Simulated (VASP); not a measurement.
Computed with PW91 GGA, VASP's PBE PAW potentials (set 64) (plane waves; VASP).

A VASP calculation is set up with these files.

**KPOINTS**
```
K-points
0
gamma
  8 8 8
0 0 0
```

**INCAR**
```
! general
SYSTEM  =  Li2O
PREC    =  Accurate
ENCUT   =  520
LREAL   =  F
LASPH   =  T

! electronic loop
EDIFF   =  1E-7
NELM    =  100
ALGO    =  Normal

! smearing
ISMEAR  =  0
SIGMA   =  0.05

! functional
GGA     =  91

! ions
ISIF    =  2

! output
LWAVE   =  F
LCHARG  =  F
```

POSCAR:
```
Li2O
1
    0.0000000000     2.2628439111     2.2628439111
    2.2628439111     0.0000000000     2.2628439111
    2.2628439111     2.2628439111     0.0000000000
Li O
2 1
Direct
  0.2500000000   0.2500000000   0.2500000000
  0.7500000000   0.7500000000   0.7500000000
  0.0000000000   0.0000000000   0.0000000000
```

POTCAR, in this order: Li_sv O (PBE.64 set). Program: vasp_std.

The run wrote:

### OSZICAR
```
       N       E                     dE             d eps       ncg     rms          rms(c)
DAV:   1     0.371340274109E+02    0.37134E+02   -0.60570E+03   580   0.131E+03
DAV:   2    -0.115093922552E+02   -0.48643E+02   -0.46337E+02   722   0.230E+02
DAV:   3    -0.162481895686E+02   -0.47388E+01   -0.47207E+01   980   0.608E+01
DAV:   4    -0.163001633100E+02   -0.51974E-01   -0.51949E-01   800   0.723E+00
DAV:   5    -0.163004559879E+02   -0.29268E-03   -0.29261E-03   800   0.459E-01    0.771E+00
DAV:   6    -0.144467578375E+02    0.18537E+01   -0.98516E+00   580   0.203E+01    0.279E+00
DAV:   7    -0.144254368124E+02    0.21321E-01   -0.20852E-01   650   0.409E+00    0.149E+00
DAV:   8    -0.144254160234E+02    0.20789E-04   -0.64704E-02   590   0.312E+00    0.340E-01
DAV:   9    -0.144243638558E+02    0.10522E-02   -0.62823E-03   736   0.721E-01    0.100E-01
DAV:  10    -0.144248154054E+02   -0.45155E-03   -0.10400E-03   620   0.291E-01    0.296E-02
DAV:  11    -0.144248112161E+02    0.41893E-05   -0.30494E-05   810   0.720E-02    0.948E-03
DAV:  12    -0.144248111041E+02    0.11197E-06   -0.36381E-06   750   0.195E-02    0.166E-03
DAV:  13    -0.144248111167E+02   -0.12637E-07   -0.52396E-07   758   0.718E-03
   1 F= -.14424811E+02 E0= -.14424811E+02  d E =-.720666E-16
```

OUTCAR:
```
------------------------ aborting loop because EDIFF is reached ----------------------------------------
  FORCE on cell =-STRESS in cart. coord.  units (eV):
  Direction    XX          YY          ZZ          XY          YZ          ZX
  --------------------------------------------------------------------------------------
  Total        0.8774185      0.8774185      0.8774185     -0.0000000      0.0000000     -0.0000000
  in kB       60.6629573     60.6629573     60.6629573     -0.0000000      0.0000000     -0.0000000
  external PRESSURE =      60.6629573 kB  Pullay stress =       0.0000000 kB
  volume of cell :       23.17
      direct lattice vectors                 reciprocal lattice vectors
     0.000000000  2.262843911  2.262843911    -0.220960888  0.220960888  0.220960888
     2.262843911  0.000000000  2.262843911     0.220960888 -0.220960888  0.220960888
     2.262843911  2.262843911  0.000000000     0.220960888  0.220960888 -0.220960888
 POSITION                                       TOTAL-FORCE (eV/Angst)
 -----------------------------------------------------------------------------------
      1.13142      1.13142      1.13142        -0.000000     -0.000000     -0.000000
      3.39427      3.39427      3.39427         0.000000     -0.000000      0.000000
      0.00000      0.00000      0.00000         0.000000      0.000000      0.000000
 -----------------------------------------------------------------------------------
    total drift:                               -0.000000      0.000000      0.000000
  FREE ENERGIE OF THE ION-ELECTRON SYSTEM (eV)
  ---------------------------------------------------
  free  energy   TOTEN  =       -14.4248111167 eV

  energy  without entropy=      -14.4248111167  energy(sigma->0) =      -14.42481112
```
(Selected blocks of OUTCAR.)

File OUTCAR:
```
 val. band max:        1.6097586524   @ k =   0.0000   0.0000   0.0000

 cond. band min:       6.7333440826   @ k =   0.5000   0.5000   0.0000


 Fermi energy:         1.8765031573

 k-point     1 :       0.0000    0.0000    0.0000
  band No.  band energies     occupation
      1     -41.3661      2.00000
      2     -40.9684      2.00000
      3     -13.8952      2.00000
      4       1.6098      2.00000
      5       1.6098      2.00000
      6       1.6098      2.00000
      7       7.3841      0.00000
      8      13.9283      0.00000
      9      13.9283      0.00000
     10      13.9284      0.00000

 k-point     2 :       0.1250    0.0000    0.0000
  band No.  band energies     occupation
      1     -41.3484      2.00000
      2     -40.9813      2.00000
      3     -13.8641      2.00000
      4       1.0794      2.00000
      5       1.5323      2.00000
      6       1.5323      2.00000
      7       7.7896      0.00000
      8      13.9853      0.00000
      9      14.1578      0.00000
     10      14.1578      0.00000

 k-point     3 :       0.2500    0.0000    0.0000
  band No.  band energies     occupation
      1     -41.2990      2.00000
      2     -41.0188      2.00000
      3     -13.7849      2.00000
      4      -0.0131      2.00000
      5       1.3567      2.00000
      6       1.3567      2.00000
      7       8.7809      0.00000
      8      13.8438      0.00000
      9      14.4251      0.00000
     10      14.4252      0.00000

 k-point     4 :       0.3750    0.0000    0.0000
  band No.  band energies     occupation
      1     -41.2287      2.00000
      2     -41.0773      2.00000
      3     -13.6990      2.00000
      4      -0.9455      2.00000
      5       1.1952      2.00000
      6       1.1952      2.00000
      7      10.0994      0.00000
      8      13.0793      0.00000
      9      14.2158      0.00000
     10      14.2158      0.00000

 k-point     5 :       0.5000    0.0000    0.0000
...
```

The compound is Li2O in the antifluorite structure. This cell is one point of a volume scan, at 0.94 of the reference volume.
